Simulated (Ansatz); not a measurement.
## ZnS: energy along a strain

ZnS, P6_3mc, a = 3.811 Å, c = 6.234 Å (as given, not relaxed at this level: 0.1 GPa, forces to 0.32 eV/Å). The compound has several low-lying forms, and this is one of them. Ansatz: r2SCAN, PAW, 500 eV, Γ-centred 6×6×4 mesh on 4 atoms, Gaussian smearing 0.05 eV; no spin polarisation. Cell vectors (Å): 3.811 0.000 0.000; -1.905 3.300 0.000; 0.000 0.000 6.234. The cell is strained by x per cent times the pattern (1 0 0 0 0 0) in the order xx yy zz yz xz xy (engineering shears), with fractional coordinates held. y is the free energy over the start, V0 = 19.603 Å³/atom.

```tsv
x (%)	y (meV/atom)
-4.00	?
-3.00	13.00
-2.00	6.28
-1.00	2.01
0.00	0.00
1.00	0.07
2.00	2.07
3.00	5.84
3.50	8.34
4.00	11.23
```

Task: Fit y = c1 x + c2 x² + c3 x³ to the other rows, get the stiffness along the pattern, and predict the missing energy.

Result: Least squares on the rows shown. y = −0.94681 x + 1.0465 x² − 0.027103 x³. The clamped-ion stiffness p·C·p = 2 × 10.46 eV × 160.2 / 19.603 Å³ = 171 GPa, which is C11 in these axes (second derivative at the start, which stands under stress). At x = -4.00 the fit asked for gives 22.27 meV/atom. The run gave 22.35 meV/atom, so the fit is 0.08 meV/atom too low, a small miss on the scale of the series.